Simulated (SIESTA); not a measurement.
The system is Si2Ni.

```
CELL_PARAMETERS angstrom
0.00000 2.70300 2.70300
2.70300 0.00000 2.70300
2.70300 2.70300 0.00000
ATOMIC_POSITIONS crystal
Ni 0.00000 0.00000 0.00000
Si 0.75000 0.75000 0.75000
Si 0.25000 0.25000 0.25000
```

Base run:

* Program: SIESTA 5.4.2
* Functional: PBE
* Potentials or basis: PseudoDojo 0.4 standard (PBE files)
* Basis: DZP (energy shift 0.003 Ry; two zetas on semicore shells)
* Grid cutoff: 800 Ry
* Energy shift: 0.003 Ry
* k mesh: 9 × 9 × 9
* Occupations: fermi-dirac, width 0.05 eV
* Spin: collinear spin, ferromagnetic start
* Starting moments: [1.0, 0.0, 0.0] μB

Its results: band gap on the k mesh none (metal or under the smearing width); pressure 3.9 GPa; net moment 0.00 μB per cell.

Question: The run is repeated on the same cell with these changes: functional from PBE to vdW-DF-cx. What comes out?

Answer: Band gap on the k mesh none (metal or under the smearing width); pressure 1.8 GPa; net moment 0.00 μB per cell.

Caveats: short orbitals over semicore shells can move pressures by several GPa; the basis of atomic orbitals isn't converged, which shifts pressures, moduli and gaps; the potentials were made for another functional, which shifts forces and pressure (some runs).

Not every run made on this cell is shown here.
